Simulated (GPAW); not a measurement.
Set up this calculation in GPAW 26.7.0, as an ASE script.

| Item | Value |
| --- | --- |
| Task | dielectric tensor |
| Functional | PBEsol |
| Potentials or basis | PAW data sets generated in the run's folder for this functional |
| Cutoff | 600 eV |
| Basis | pw |
| k mesh | 10 × 10 × 10 |
| Occupations | fermi-dirac, width 0.001 eV |
| Spin | no spin polarisation |
| Response ecut | 80 eV |
| Maxiter | 150 |
| Response k mesh | 32 × 32 × 32 |
| Response bands | 24 |
| Kernels | ["RPA"] |
| Coarser k mesh | 32 × 32 × 32 |

The system is BN.

```xyz
2
Lattice="0.0000 1.8130 1.8130 1.8130 0.0000 1.8130 1.8130 1.8130 0.0000" Properties=species:S:1:pos:R:3 pbc="T T T"
N     0.9065    0.9065    0.9065
B     0.0000    0.0000    0.0000
```

The cell is a database's computed one.

One way to write it, as run:

run.py

```python
import numpy as np
from ase import Atoms
from ase.dft.bandgap import bandgap
from ase.io import write
from gpaw import GPAW, PW, setup_paths
from gpaw.response.df import DielectricFunction

setup_paths.insert(0, '.')

atoms = Atoms(['N', 'B'],
              cell=[[0.0, 1.813001, 1.813001],
                    [1.813001, 0.0, 1.813001],
                    [1.813001, 1.813001, 0.0]],
              scaled_positions=[[0.25, 0.25, 0.25],
                                [0.0, 0.0, 0.0]],
              pbc=True)

calc = GPAW(mode=PW(600),
            xc='PBEsol',
            kpts={'size': (10, 10, 10), 'gamma': True},
            occupations={'name': 'fermi-dirac', 'width': 0.001},
            nbands=11,
            convergence={'density': 1e-06},
            maxiter=150,
            txt='gpaw.txt')
atoms.calc = calc
energy = atoms.get_potential_energy()
calc.write('gs.gpw')
write('result.traj', atoms)
print(f'Energy: {energy:.6f} eV')
print('Fermi level:', round(calc.get_fermi_level(), 4), 'eV')
print(f'Gap: {bandgap(calc)[0]:.4f} eV, direct: {bandgap(calc, direct=True)[0]:.4f} eV')

for size in [(32, 32, 32)]:
    name = 'x'.join(str(n) for n in size)
    dense = calc.fixed_density(kpts={'size': size, 'gamma': True},
                               nbands=30, convergence={'bands': 24, 'eigenstates': 1e-7},
                               update_fermi_level=True, txt=f'dense-{name}.txt')
    dense.write(f'{name}.gpw', mode='all')
    df = DielectricFunction(f'{name}.gpw', frequencies=np.array([0.0]), hilbert=False, eta=0.001,
                            ecut=80, nbands=24, intraband=False, txt=f'df-{name}.txt')
    for xc in ['RPA']:
        for direction in ['x', 'y', 'z', [0, 1, 1], [1, 0, 1], [1, 1, 0]]:
            e0, e = df.get_macroscopic_dielectric_constant(xc=xc, direction=direction)
            print(f'{name} {xc} {direction}: {e0:.4f} without, {e:.4f} with local fields')
```

Potentials or basis: PAW data sets generated in the run's folder for this functional, pw.

Launch:

```bash
$ gpaw-setup -f PBEsol B N
$ OMP_NUM_THREADS=1 python run.py
```

It gave:

```yaml
Band_gap_on_the_k_mesh: 4.26 eV, indirect (least direct gap 8.72 eV)
Electronic_dielectric_tensor_diagonal: 4.59
```

Caveat: the long-wavelength limit can be off by a per cent or two.

Run time: 3.3 min on 1 thread of Arm Neoverse V1 (shared host), peak memory 0.55 GiB.
